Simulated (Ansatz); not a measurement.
**Ir in Ansatz: convergence with ecutfock ratio**

Input of the first run (ecutfock ratio 1); the others differ in this setting and in those tied to it:

input.yaml

```yaml
crystal:
  lattice:
    - [0.06446927, 1.83735574, 1.75604886]
    - [1.94181314, 0.07743499, 1.74308315]
    - [2.17282487, 2.05540176, -0.15357675]
  atoms:
    - { symbol: Ir, position: [0.0, 0.0, 0.0] }
hamiltonian:
  xc: pbe0
  pseudopotentials: { kind: paw }
kpoints:
  mp_grid: { grid: [6, 7, 6] }
scf:
  occupations: { method: methfessel_paxton, width: 0.1 }
  exx: { ecutfock_ratio: 1 }
output:
  forces: true
  stress: true
  eigenvalues: true
```

Potentials or basis: Ansatz PAW.

The run is started by

```bash
$ ansatz run input.yaml --threads 2 --pin off --max-ram 5632MiB --backend cpu --events-out ev --progress --plain --runs-dir out
```

This isn't the form of Ir at room conditions, which is fcc.

Hardware: 2 threads of Arm Neoverse V1, on a shared host.

```
ecutfock ratio  energy less the tightest run, at zero smearing (meV/atom)  SCF cycles  CPU time (s)  peak memory (GiB)
             1                                                      74.36          45            78               0.64
             2                                                       0.13          45            81               0.69
             3                                                       0.00          45            83               0.73
             4                                                       0.00          45            81               0.72
```

Against the tightest run, the energy stays within 1 meV/atom from 2 on. The tightest run that finished is the yardstick and may itself not be fully converged.

Caveat, for the tightest run too: the k mesh is coarse (spacing up to 0.50 Å⁻¹), so the values aren't converged, least of all with exact exchange. The run has no spin-orbit coupling, so splittings on Ir are missing.
